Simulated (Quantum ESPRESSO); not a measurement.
# HgTe (Coloradoite) (F-43m) in Quantum ESPRESSO: a series of runs

The runs below take HgTe (Coloradoite) through band structure, single point, equation of state, with PBE, LDA.

Program: Quantum ESPRESSO 7.5. These are calculated values, not measurements. Logs are shortened: lines on timing, memory, paths and dates and some standing lists are left out, and cuts for length are marked.

**Measured values to compare with.**

A printed reference work, monograph reports, for a bulk crystal of HgTe: bulk modulus 43 GPa.

The results are compared with them further down.

### Step 1. Starting point

It takes space group F-43m (No. 216, cubic). The conventional cell has a = 6.429 Å, b = 6.429 Å, c = 6.429 Å, α = 90.00°, β = 90.00°, γ = 90.00°. Hg (site symmetry -43m) is surrounded by 4 Te at 2.78 Å. Around Te (site symmetry -43m) lie 4 Hg at 2.78 Å.

### Step 2. Band structure, PBE, spin-orbit coupling, no magnetisation

pw.in

```
&CONTROL
  calculation = 'scf'
  prefix = 'pwscf'
  outdir = './tmp'
  pseudo_dir = './pseudo'
  tprnfor = .true.
  tstress = .true.
  disk_io = 'low'
/
&SYSTEM
  ibrav = 0
  nat = 2
  ntyp = 2
  ecutwfc = 80
  nbnd = 52
  occupations = 'smearing'
  smearing = 'fd'
  degauss = 0.00367493
  noncolin = .true.
  lspinorb = .true.
/
&ELECTRONS
  conv_thr = 4d-10
  electron_maxstep = 120
  mixing_beta = 0.5
/
ATOMIC_SPECIES
Hg   200.5920 Hg.upf
Te   127.6000 Te.upf
CELL_PARAMETERS angstrom
   0.0000000000    3.2145000000    3.2145000000
   3.2145000000    0.0000000000    3.2145000000
   3.2145000000    3.2145000000    0.0000000000
ATOMIC_POSITIONS crystal
Hg     0.0000000000    0.0000000000    0.0000000000
Te     0.7500000000    0.7500000000    0.7500000000
K_POINTS automatic
7 7 7 0 0 0
```

pp_density.in

```
&INPUTPP
  prefix = 'pwscf'
  outdir = './tmp'
  filplot = 'density.dat'
  plot_num = 0
/
&PLOT
  nfile = 1
  filepp(1) = 'density.dat'
  iflag = 3
  output_format = 6
  fileout = 'density.cube'
/
```

pp_potential.in

```
&INPUTPP
  prefix = 'pwscf'
  outdir = './tmp'
  filplot = 'potential.dat'
  plot_num = 11
/
&PLOT
  nfile = 1
  filepp(1) = 'potential.dat'
  iflag = 3
  output_format = 6
  fileout = 'potential.cube'
/
```

bands.in

```
&CONTROL
  calculation = 'bands'
  prefix = 'pwscf'
  outdir = './tmp'
  pseudo_dir = './pseudo'
  disk_io = 'low'
  verbosity = 'high'
/
&SYSTEM
  ibrav = 0
  nat = 2
  ntyp = 2
  ecutwfc = 80
  nbnd = 52
  occupations = 'smearing'
  smearing = 'fd'
  degauss = 0.00367493
  noncolin = .true.
  lspinorb = .true.
/
&ELECTRONS
  conv_thr = 1d-08
  electron_maxstep = 120
  mixing_beta = 0.5
  diago_full_acc = .true.
/
ATOMIC_SPECIES
Hg   200.5920 Hg.upf
Te   127.6000 Te.upf
CELL_PARAMETERS angstrom
   0.0000000000    3.2145000000    3.2145000000
   3.2145000000    0.0000000000    3.2145000000
   3.2145000000    3.2145000000    0.0000000000
ATOMIC_POSITIONS crystal
Hg     0.0000000000    0.0000000000    0.0000000000
Te     0.7500000000    0.7500000000    0.7500000000
K_POINTS crystal
60
 0.0000000000  0.0000000000  0.0000000000 1
 0.0625000000  0.0000000000  0.0625000000 1
 0.1250000000  0.0000000000  0.1250000000 1
 0.1875000000  0.0000000000  0.1875000000 1
 0.2500000000  0.0000000000  0.2500000000 1
 0.3125000000  0.0000000000  0.3125000000 1
 0.3750000000  0.0000000000  0.3750000000 1
 0.4375000000  0.0000000000  0.4375000000 1
 0.5000000000  0.0000000000  0.5000000000 1
 0.5000000000  0.0625000000  0.5625000000 1
 0.5000000000  0.1250000000  0.6250000000 1
 0.5000000000  0.1875000000  0.6875000000 1
 0.5000000000  0.2500000000  0.7500000000 1
 0.4375000000  0.3125000000  0.7500000000 1
 0.3750000000  0.3750000000  0.7500000000 1
 0.3375000000  0.3375000000  0.6750000000 1
 0.3000000000  0.3000000000  0.6000000000 1
 0.2625000000  0.2625000000  0.5250000000 1
 0.2250000000  0.2250000000  0.4500000000 1
 0.1875000000  0.1875000000  0.3750000000 1
 0.1500000000  0.1500000000  0.3000000000 1
 0.1125000000  0.1125000000  0.2250000000 1
 0.0750000000  0.0750000000  0.1500000000 1
 0.0375000000  0.0375000000  0.0750000000 1
 0.0000000000  0.0000000000  0.0000000000 1
 0.0625000000  0.0625000000  0.0625000000 1
 0.1250000000  0.1250000000  0.1250000000 1
 0.1875000000  0.1875000000  0.1875000000 1
 0.2500000000  0.2500000000  0.2500000000 1
 0.3125000000  0.3125000000  0.3125000000 1
 0.3750000000  0.3750000000  0.3750000000 1
 0.4375000000  0.4375000000  0.4375000000 1
 0.5000000000  0.5000000000  0.5000000000 1
 0.5250000000  0.4500000000  0.5250000000 1
 0.5500000000  0.4000000000  0.5500000000 1
 0.5750000000  0.3500000000  0.5750000000 1
 0.6000000000  0.3000000000  0.6000000000 1
 0.6250000000  0.2500000000  0.6250000000 1
 0.5833333333  0.2500000000  0.6666666667 1
 0.5416666667  0.2500000000  0.7083333333 1
 0.5000000000  0.2500000000  0.7500000000 1
 0.5000000000  0.2857142857  0.7142857143 1
 0.5000000000  0.3214285714  0.6785714286 1
 0.5000000000  0.3571428571  0.6428571429 1
 0.5000000000  0.3928571429  0.6071428571 1
 0.5000000000  0.4285714286  0.5714285714 1
 0.5000000000  0.4642857143  0.5357142857 1
 0.5000000000  0.5000000000  0.5000000000 1
 0.4821428571  0.4821428571  0.5357142857 1
 0.4642857143  0.4642857143  0.5714285714 1
 0.4464285714  0.4464285714  0.6071428571 1
 0.4285714286  0.4285714286  0.6428571429 1
 0.4107142857  0.4107142857  0.6785714286 1
 0.3928571429  0.3928571429  0.7142857143 1
 0.3750000000  0.3750000000  0.7500000000 1
 0.6250000000  0.2500000000  0.6250000000 1
 0.5937500000  0.1875000000  0.5937500000 1
 0.5625000000  0.1250000000  0.5625000000 1
 0.5312500000  0.0625000000  0.5312500000 1
 0.5000000000  0.0000000000  0.5000000000 1
```

Potentials or basis: PseudoDojo 0.4 FR PBE standard.

Run with:

```console
> OMP_NUM_THREADS=1 pw.x -in pw.in > pw.out
> OMP_NUM_THREADS=1 pp.x -in pp_density.in > pp_density.out
> OMP_NUM_THREADS=1 pp.x -in pp_potential.in > pp_potential.out
> OMP_NUM_THREADS=1 pw.x -in bands.in > bands.out
```

pw.out:

```text
This program is part of the open-source Quantum ESPRESSO suite
     for quantum simulation of materials; please cite
[... 6 lines left out ...]
     using ibrav=0 with symmetry is DISCOURAGED, use correct ibrav instead

     G-vector sticks info
     --------------------
     sticks:   dense  smooth     PW     G-vecs:    dense   smooth      PW
     Sum        1639    1639    463                43599    43599    6615

     Using Slab Decomposition

     bravais-lattice index     =            0
     lattice parameter (alat)  =       8.5907  a.u.
     unit-cell volume          =     448.2981 (a.u.)^3
     number of atoms/cell      =            2
     number of atomic types    =            2
     number of electrons       =        36.00
     number of Kohn-Sham states=           52
     kinetic-energy cutoff     =      80.0000  Ry
     charge density cutoff     =     320.0000  Ry
     scf convergence threshold =      4.0E-10
     mixing beta               =       0.5000
     number of iterations used =            8  plain     mixing
     Exchange-correlation= PBE
                           (   1   4   3   4   0   0   0)
     Non magnetic calculation with spin-orbit

     celldm(1)=   8.590675  celldm(2)=   0.000000  celldm(3)=   0.000000
     celldm(4)=   0.000000  celldm(5)=   0.000000  celldm(6)=   0.000000

     crystal axes: (cart. coord. in units of alat)
               a(1) = (   0.000000   0.707107   0.707107 )
               a(2) = (   0.707107   0.000000   0.707107 )
               a(3) = (   0.707107   0.707107   0.000000 )

     reciprocal axes: (cart. coord. in units 2 pi/alat)
               b(1) = ( -0.707107  0.707107  0.707107 )
               b(2) = (  0.707107 -0.707107  0.707107 )
               b(3) = (  0.707107  0.707107 -0.707107 )

     PseudoPot. # 1 for Hg read from file:
     Hg.upf
     Pseudo is Norm-conserving + core correction, Zval = 20.0
     Generated using ONCVPSP code by D. R. Hamann
     Using radial grid of 1246 points, 12 beta functions with:
                l(1) =   0
                l(2) =   0
                l(3) =   1
                l(4) =   1
                l(5) =   1
                l(6) =   1
                l(7) =   2
                l(8) =   2
                l(9) =   2
               l(10) =   2
               l(11) =   3
               l(12) =   3

     PseudoPot. # 2 for Te read from file:
     Te.upf
     Pseudo is Norm-conserving + core correction, Zval = 16.0
     Generated using ONCVPSP code by D. R. Hamann
     Using radial grid of 1324 points, 10 beta functions with:
                l(1) =   0
                l(2) =   0
                l(3) =   1
                l(4) =   1
                l(5) =   1
                l(6) =   1
                l(7) =   2
                l(8) =   2
                l(9) =   2
               l(10) =   2

     atomic species   valence    mass     pseudopotential
     Hg               20.00   200.59200     Hg( 1.00)
     Te               16.00   127.60000     Te( 1.00)

     24 Sym. Ops. (no inversion) found

   Cartesian axes

     site n.     atom                  positions (alat units)
         1        Hg     tau(   1) = (   0.0000000   0.0000000   0.0000000  )
         2        Te     tau(   2) = (   1.0606602   1.0606602   1.0606602  )

     number of k points=    20  Fermi-Dirac smearing, width (Ry)=  0.0037
                       cart. coord. in units 2pi/alat
        k(    1) = (   0.0000000   0.0000000   0.0000000), wk =   0.0029155
        k(    2) = (   0.1010153   0.1010153  -0.1010153), wk =   0.0233236
        k(    3) = (   0.2020305   0.2020305  -0.2020305), wk =   0.0233236
        k(    4) = (   0.3030458   0.3030458  -0.3030458), wk =   0.0233236
        k(    5) = (   0.2020305  -0.0000000   0.0000000), wk =   0.0174927
        k(    6) = (   0.3030458   0.1010153  -0.1010153), wk =   0.0699708
[... 12 lines left out ...]
        k(   19) = (  -0.1010153  -0.5050763   0.7071068), wk =   0.0699708
        k(   20) = (   0.0000000  -0.4040610   0.6060915), wk =   0.0699708

[... 50 lines left out ...]
     8.6202   8.6202   9.1377   9.2214   9.9192   9.9192  12.8724  12.8724
    13.6444  13.6444  14.0123  14.0123  16.8078  16.8078  17.8351  17.9107
    17.9107  17.9812  18.6437  18.6437
[... 123 lines left out ...]
  -105.6757-105.6757 -67.6649 -67.6649 -49.3952 -49.3952 -49.3951 -49.3951
   -28.5210 -28.5210 -28.5207 -28.5207 -27.0595 -27.0595 -27.0545 -27.0545
   -27.0543 -27.0543  -2.2107  -2.2107   1.0130   1.0130   1.3295   1.3295
     2.4671   2.4671   2.8504   2.8504   3.1440   3.1440   4.0679   4.0679
     6.7748   6.7748   6.9384   6.9384  11.0660  11.0660  11.6806  11.6806
    16.9624  16.9624  17.3436  17.3436  17.9073  17.9073  19.4813  19.4813
    20.9877  20.9877  21.4698  21.4698

          k =-0.0000-0.6061 0.6061 (  5416 PWs)   bands (ev):

  -105.6757-105.6757 -67.6649 -67.6649 -49.3952 -49.3952 -49.3951 -49.3951
   -28.5211 -28.5209 -28.5208 -28.5206 -27.0595 -27.0594 -27.0546 -27.0545
   -27.0543 -27.0543  -2.1734  -2.1685   1.0014   1.0671   1.2389   1.4886
     2.4783   2.5798   2.7862   2.9431   3.2733   3.3584   3.6512   3.7471
     6.4095   6.4154   6.9196   6.9334  11.1959  11.3369  12.1317  12.2248
    16.5257  16.5908  17.1568  17.2456  17.5122  18.1148  19.4936  19.5758
    20.6611  21.0006  21.2007  21.2212

          k = 0.4041 0.2020 0.0000 (  5418 PWs)   bands (ev):

  -105.6757-105.6757 -67.6649 -67.6649 -49.3951 -49.3951 -49.3950 -49.3950
   -28.5210 -28.5209 -28.5208 -28.5206 -27.0597 -27.0595 -27.0546 -27.0545
   -27.0544 -27.0542  -2.4313  -2.4289   0.9564   1.0157   1.0741   1.2489
     2.4478   2.4709   2.7094   2.8405   2.8640   2.9769   4.8864   4.9835
     6.9152   6.9987   7.7897   7.9010  11.3004  11.5736  12.6587  13.0363
    14.2242  14.4566  15.4720  15.8237  17.0416  17.1395  19.2734  19.4600
    19.6999  19.7945  20.2616  20.3269

          k =-0.2020-0.4041 0.6061 (  5429 PWs)   bands (ev):

  -105.6757-105.6757 -67.6649 -67.6649 -49.3952 -49.3951 -49.3951 -49.3951
   -28.5210 -28.5210 -28.5208 -28.5206 -27.0596 -27.0594 -27.0547 -27.0546
   -27.0543 -27.0542  -2.2755  -2.2701   0.9942   1.0229   1.1594   1.4487
     2.5282   2.5589   2.8264   2.9079   3.0550   3.1140   3.8966   4.1079
     6.4501   6.5223   7.4257   7.5019  11.4991  11.7339  13.3894  13.6057
    14.2674  14.6058  16.0099  16.4451  17.0643  17.4465  18.9833  19.2504
    19.7212  19.9147  20.7263  21.0212

          k =-0.1010-0.5051 0.7071 (  5424 PWs)   bands (ev):

  -105.6757-105.6757 -67.6649 -67.6649 -49.3952 -49.3952 -49.3951 -49.3951
   -28.5210 -28.5209 -28.5208 -28.5206 -27.0596 -27.0593 -27.0546 -27.0545
   -27.0544 -27.0543  -2.2062  -2.2002   1.0067   1.0730   1.1688   1.4817
     2.5066   2.6078   2.7428   2.9352   3.1457   3.2175   3.8535   3.9987
     6.4049   6.5613   6.7889   6.9071  11.5916  11.8755  12.4305  12.6531
    15.0560  15.4251  16.6083  16.9754  17.7104  18.1633  19.8159  20.0294
    20.3436  20.5586  20.9832  21.3384

          k = 0.0000-0.4041 0.6061 (  5402 PWs)   bands (ev):

  -105.6757-105.6757 -67.6649 -67.6649 -49.3952 -49.3951 -49.3951 -49.3951
   -28.5210 -28.5210 -28.5208 -28.5206 -27.0596 -27.0593 -27.0546 -27.0544
   -27.0544 -27.0543  -2.1897  -2.1819   1.0281   1.0919   1.1273   1.5420
     2.5432   2.6517   2.8333   2.9468   3.2017   3.3562   3.5459   3.8259
     6.1102   6.2141   6.9069   6.9487  11.8372  12.1253  13.4713  13.6478
    14.5577  14.9549  15.6496  15.8860  17.6041  18.0954  19.3122  19.3848
    20.8316  21.2124  21.3128  21.4577

     the Fermi energy is     9.4192 ev

!    total energy              =    -543.36542393 Ry
     estimated scf accuracy    <          2.8E-10 Ry
     smearing contrib. (-TS)   =      -0.00003994 Ry
     internal energy E=F+TS    =    -543.36538399 Ry

     The total energy is F=E-TS. E is the sum of the following terms:
     one-electron contribution =    -312.28400050 Ry
     hartree contribution      =     163.34169256 Ry
     xc contribution           =    -104.61368706 Ry
     ewald contribution        =    -289.80938899 Ry

     convergence has been achieved in   9 iterations

     Forces acting on atoms (cartesian axes, Ry/au):

     atom    1 type  1   force =    -0.00000000   -0.00000000   -0.00000000
     atom    2 type  2   force =     0.00000000    0.00000000    0.00000000

     Total force =     0.000000     Total SCF correction =     0.000000

     Computing stress (Cartesian axis) and pressure

          total   stress  (Ry/bohr**3)                   (kbar)     P=       42.28
   0.00028740   0.00000000   0.00000000           42.28        0.00        0.00
   0.00000000   0.00028740   0.00000000            0.00       42.28        0.00
   0.00000000   0.00000000   0.00028740            0.00        0.00       42.28

=------------------------------------------------------------------------------=
   JOB DONE.
=------------------------------------------------------------------------------=
```

It took 8.8 min on 1 thread of Arm Neoverse V2, shared host; peak memory 0.6 GiB.

Results:

| Item | Value |
| --- | --- |
| Free energy | -7392.8632 eV |
| Pressure | 4.2 GPa |
| Band gap on the k mesh | none (metal or under the smearing width) |

Levels at the corners of the path, in eV from the Fermi level:
| point | band 32 | band 33 | band 34 | band 35 | band 36 | band 37 | band 38 | band 39 | band 40 | band 41 |
| --- | --- | --- | --- | --- | --- | --- | --- | --- | --- | --- |
| Γ | -0.93 | -0.79 | -0.79 | -0.01 | -0.01 | -0.01 | -0.01 | 3.05 | 3.05 | 4.30 |
| X | -5.67 | -2.74 | -2.74 | -2.57 | -2.57 | 1.65 | 1.65 | 2.17 | 2.17 | 7.90 |
| W | -5.72 | -3.21 | -2.96 | -2.91 | -2.82 | 2.67 | 3.10 | 4.31 | 4.37 | 4.57 |
| K | -5.61 | -3.31 | -3.29 | -2.25 | -2.22 | 1.89 | 2.05 | 3.69 | 3.77 | 6.42 |
| Γ | -0.93 | -0.79 | -0.79 | -0.01 | -0.01 | -0.01 | -0.01 | 3.05 | 3.05 | 4.30 |
| L | -5.85 | -1.58 | -1.58 | -1.03 | -1.03 | 0.43 | 0.43 | 4.46 | 4.46 | 4.97 |
| U | -5.61 | -3.31 | -3.29 | -2.25 | -2.22 | 1.89 | 2.05 | 3.69 | 3.77 | 6.42 |
| W | -5.72 | -3.21 | -2.96 | -2.91 | -2.82 | 2.67 | 3.10 | 4.31 | 4.37 | 4.57 |
| L | -5.85 | -1.58 | -1.58 | -1.03 | -1.03 | 0.43 | 0.43 | 4.46 | 4.46 | 4.97 |
| K | -5.61 | -3.31 | -3.29 | -2.25 | -2.22 | 1.89 | 2.05 | 3.69 | 3.77 | 6.42 |
| U | -5.61 | -3.31 | -3.29 | -2.25 | -2.22 | 1.89 | 2.05 | 3.69 | 3.77 | 6.42 |
| X | -5.67 | -2.74 | -2.74 | -2.57 | -2.57 | 1.65 | 1.65 | 2.17 | 2.17 | 7.90 |

(Continued in part 2 of 2.)
